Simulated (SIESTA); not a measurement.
Runs of SIESTA 5.4.2 on TiCo. Symmetry: Pm-3m, No. 221, cubic system. Conventional cell: a = 2.986 Å, b = 2.986 Å, c = 2.986 Å, α = 90.00°, β = 90.00°, γ = 90.00°. Co (site symmetry m-3m) has 8 Ti at 2.59 Å as nearest neighbours. Around Ti (site symmetry m-3m) lie 8 Co at 2.59 Å. The cell comes from a database or a generator and needn't be the stable form of this composition.

| potentials or basis | gap on the mesh (eV) | pressure (GPa) | moment (μB) |
| --- | --- | --- | --- |
| SPMS 1.0 (PBE files) or PseudoDojo by element, DZP (energy shift 0.003 Ry; two zetas on semicore shells) | none | (a) | 0.72 |
| Ansatz NC with PseudoDojo 0.4 standard (PBE files), DZP (energy shift 0.003 Ry; two zetas on semicore shells) | none | -1.1 | 0.81 |
| PseudoDojo 0.4 stringent (PBE files), DZP (energy shift 0.003 Ry; two zetas on semicore shells) | none | -1.7 | 0.78 |
| SG15 1.2 (PBE files) or PseudoDojo by element, DZP (energy shift 0.003 Ry; two zetas on semicore shells) | none | (b) | 0.82 |
| PseudoDojo 0.4 standard (PBE files), DZP (energy shift 0.003 Ry; two zetas on semicore shells) | none | -1.5 | 0.81 |
| PseudoDojo 0.5 standard (PBE files), DZP (energy shift 0.003 Ry; two zetas on semicore shells) | none | -1.5 | 0.81 |

Alike in all rows: task band structure; level PBE; spin collinear, ferromagnetic start; cell as given; k mesh 9 × 9 × 9; smearing fermi-dirac 0.05 eV; grid cutoff 800 Ry; energy shift 0.003 Ry.

Task: Estimate the missing entries.

Result: (a) -3.2; (b) 0.7.

Caveats: the basis of atomic orbitals isn't converged, which shifts pressures, moduli and gaps; short orbitals over semicore shells can move pressures by several GPa (some runs); the valence orbitals were made in a potential fitted to the semicore shell under them, which widens gaps by tenths of an eV or more (some runs).

A gap of «none» marks a metal or a gap under the smearing width.
